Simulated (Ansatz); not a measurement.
G0W0 run on CaSe (Fm-3m)

All numbers below come from G0W0@PBE, full frequency by contour deformation, all-electron datasets in plane waves (scalar-relativistic, Gaussian nuclei) (Ansatz 0.2.0-dev).

Input files:

```json
{
 "crystal": {"lattice": [[0.0, 2.8564, 2.8564], [2.8564, 0.0, 2.8564], [2.8564, 2.8564, 0.0]], "atoms": [{"symbol": "Ca", "position": [0.0, 0.0, 0.0]}, {"symbol": "Se", "position": [0.5, 0.5, 0.5]}]},
 "basis": {"precision": "f64", "xc_grid": 2},
 "kpoints": {"mp_grid": {"grid": [4, 4, 4], "shift": [0, 0, 0]}},
 "hamiltonian": {"xc": "pbe", "dispersion": "none", "pseudopotentials": {"kind": "all_electron", "nuclear_model": "gaussian"}},
 "magnetization": {"spin_polarized": false},
 "scf": {"lower_state_search": "off", "max_iter": 200, "occupations": {"method": "fixed"}, "convergence": {"dr2_threshold": "1e-10 eV"}},
 "output": {},
 "gw": {"n_empty_bands": 300, "ecut_chi": 200, "ecutfock_ratio": 1, "qp_bands": ["v1", "c1"], "screening": {"model": "contour_deformation"}}
}
```

Linearised quasiparticle energies, zero at the top filled Kohn-Sham level among these points. VB is the top filled band, CB the lowest empty one. Points in brackets are given in fractions of the reciprocal vectors. A dash marks a part that wasn't solved. The wave cutoff came out at 3300 eV.

```json
{"k": "Γ", "band": "VB", "ε_KS (eV)": "0.00", "Σx − Vxc (eV)": "-2.53", "Σc (eV)": "1.23", "Z": "0.78", "ε_QP (eV)": "-1.01"}
{"k": "Γ", "band": "CB", "ε_KS (eV)": "3.63", "Σx − Vxc (eV)": "5.95", "Σc (eV)": "–", "Z": "–", "ε_QP (eV)": "–"}
{"k": "(0, -0.5, -0.5)", "band": "CB", "ε_KS (eV)": "1.74", "Σx − Vxc (eV)": "4.65", "Σc (eV)": "-4.00", "Z": "0.80", "ε_QP (eV)": "2.25"}
```

The gap (from Γ to k = (0, -0.5, -0.5)) opens from 1.74 eV to 3.27 eV.

Electronic (ion-clamped) dielectric constant on this mesh, from the head of the inverse dielectric matrix: 6.4.

The cell is a model at fixed atoms and needn't be the relaxed known crystal. Spin-orbit coupling is left out. The mesh is coarse, so these are values at the stated settings, not converged ones. Band sums or response are cut, so the gap isn't at its basis limit. The gap is read on the mesh, and the crystal's band edges can lie off it. Meshes this coarse can overestimate the dielectric constant by a tenth and more.
